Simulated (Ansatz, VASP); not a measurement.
## Two plane-wave programs on HgTe

```
CELL_PARAMETERS angstrom
0.00000 3.02687 3.02687
3.02687 0.00000 3.02687
3.02687 3.02687 0.00000
ATOMIC_POSITIONS crystal
Hg 0.00000 0.00000 0.00000
Te 0.50000 0.50000 0.50000
```

Alike in both runs: functional r2SCAN; k mesh 10 × 10 × 10; occupations fermi-dirac, width 0.1 eV; no spin polarisation.

Ansatz relaxed the structure, and its values are those at the end. VASP's run is a single point on that final structure, the one shown.

|  | VASP | Ansatz |
| --- | --- | --- |
| version | VASP 6.6.1 | Ansatz 0.2.0 |
| potentials or method | VASP PAW PBE potentials, release 64 (Hg, Te) | PAW plane waves |
| plane-wave cutoff (eV) | 520 | 500 |
| valence electrons in the cell | 18 | 36 |

```csv
,VASP,Ansatz,Ansatz less VASP
pressure (GPa),1.2,1.0,-0.16
```

With one functional, cell and mesh, what is left measures potentials, basis and numerics. The two sets of potentials don't hold the same shells in valence. Ansatz warned: «stress_scf_threshold_loose».

Caveats: the PAW data sets were made with another functional, which shifts forces and pressure a little (VASP). Spin-orbit coupling is left out, which matters for the levels of Hg, Te.
